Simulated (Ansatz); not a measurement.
**Band structure of As**

```
As
1.0
     2.98251    0.00000    0.00000
    -1.49125    2.58293    0.00000
     0.00000    0.00000    5.00516
As
2
Direct
  0.33333 0.66667 0.25000
  0.66667 0.33333 0.75000
```

Atom numbers follow the list: As1, As2.

The structure comes from a relaxation in the same program, started in the hcp type, and has space group P6_3/mmc. Whether it is a known phase or the ground state wasn't checked.

The calculation used DFT, PBE, all-electron LAPW, Dirac equation with spin-orbit coupling in Ansatz 0.2.0.

Numerical set-up: a Γ-centred 15×15×8 k mesh, Fermi–Dirac smearing of 0.08 eV, basis error target 1 meV/atom, no spin polarisation.

Points in fractions of the reciprocal vectors of this cell: Γ (0, 0, 0), M (0.5, 0, 0), K (0.333, 0.333, 0), A (0, 0, 0.5), L (0.5, 0, 0.5), H (0.333, 0.333, 0.5). The path joins them by straight lines in the order Γ–M–K–Γ–A–L–H–A–L; legs that retrace an earlier one aren't tabulated. Energies are in eV from the Fermi level.

Q: Metal or insulator at this level of theory?

A: No gap opens: metallic or semimetallic.

Q: Tabulate bands 40 to 47, counted from the lowest band of the run, along the path.

A: 
```csv
k (1/Å),point,band 40,band 41,band 42,band 43,band 44,band 45,band 46,band 47
0.00,Γ,-11.06,-6.79,-6.79,3.99,3.99,4.32,4.32,5.07
0.24,,-10.87,-6.58,-6.58,2.37,2.37,3.50,3.50,4.56
0.49,,-10.33,-5.94,-5.94,-0.60,-0.60,2.26,2.26,2.50
0.73,,-9.54,-4.90,-4.90,-3.37,-3.37,-0.19,-0.19,1.50
0.97,,-9.02,-5.19,-5.19,-3.55,-3.55,-2.48,-2.48,0.88
1.22,M,-9.44,-5.27,-5.27,-3.81,-3.81,-2.55,-2.55,-0.20
1.36,,-9.40,-5.22,-5.22,-3.74,-3.74,-2.48,-2.48,-0.18
1.50,,-9.30,-5.08,-5.08,-3.54,-3.54,-2.27,-2.27,-1.27
1.64,,-9.19,-4.95,-4.95,-3.22,-3.22,-2.44,-2.44,-1.90
1.78,,-9.18,-5.00,-5.00,-3.02,-3.02,-2.79,-2.79,-1.43
1.92,K,-9.46,-5.13,-5.13,-2.87,-2.87,-2.70,-2.70,-1.47
2.20,,-8.74,-4.31,-4.31,-3.95,-3.95,-2.53,-2.53,-1.35
2.48,,-9.14,-4.29,-4.29,-3.22,-3.22,-2.33,-2.33,0.67
2.76,,-10.10,-5.65,-5.65,-0.88,-0.88,0.26,0.26,2.91
3.04,,-10.81,-6.50,-6.50,2.08,2.08,2.95,2.95,4.64
3.32,Γ,-11.06,-6.79,-6.79,3.99,3.99,4.32,4.32,5.07
3.45,,-11.31,-6.43,-6.43,4.02,4.02,4.36,4.36,4.62
3.57,,-11.88,-5.54,-5.54,3.39,3.39,4.12,4.12,4.46
3.70,,-12.54,-4.33,-4.33,1.83,1.83,4.29,4.29,4.63
3.83,,-13.18,-2.93,-2.93,0.20,0.20,4.50,4.50,4.85
3.95,A,-13.75,-1.41,-1.41,-1.41,-1.41,4.73,4.73,4.73
4.19,,-13.55,-1.27,-1.27,-1.27,-1.27,3.40,3.40,3.40
4.44,,-12.93,-1.10,-1.10,-1.10,-1.10,0.95,0.95,0.95
4.68,,-11.95,-2.74,-2.74,-2.74,-2.74,0.56,0.56,0.56
4.92,,-10.72,-5.01,-5.01,-5.01,-5.01,1.29,1.29,1.29
5.17,L,-9.95,-6.16,-6.16,-6.16,-6.16,1.65,1.65,1.65
5.31,,-9.90,-6.10,-6.10,-6.09,-6.09,0.77,0.77,0.86
5.45,,-9.75,-5.89,-5.89,-5.88,-5.88,-0.60,-0.60,-0.53
5.59,,-9.53,-5.56,-5.56,-5.54,-5.54,-2.03,-2.03,-1.96
5.73,,-9.29,-5.15,-5.15,-5.10,-5.10,-3.26,-3.26,-3.16
5.87,H,-9.17,-4.91,-4.91,-4.80,-4.80,-3.87,-3.87,-3.72
6.15,,-9.89,-4.65,-4.65,-4.60,-4.60,-2.58,-2.58,-2.49
6.43,,-11.38,-2.98,-2.98,-2.94,-2.94,-0.62,-0.62,-0.51
6.71,,-12.66,-1.16,-1.16,-1.15,-1.15,0.66,0.66,0.71
6.99,,-13.48,-1.22,-1.22,-1.22,-1.22,3.09,3.09,3.09
7.27,A,-13.75,-1.41,-1.41,-1.41,-1.41,4.73,4.73,4.73
```
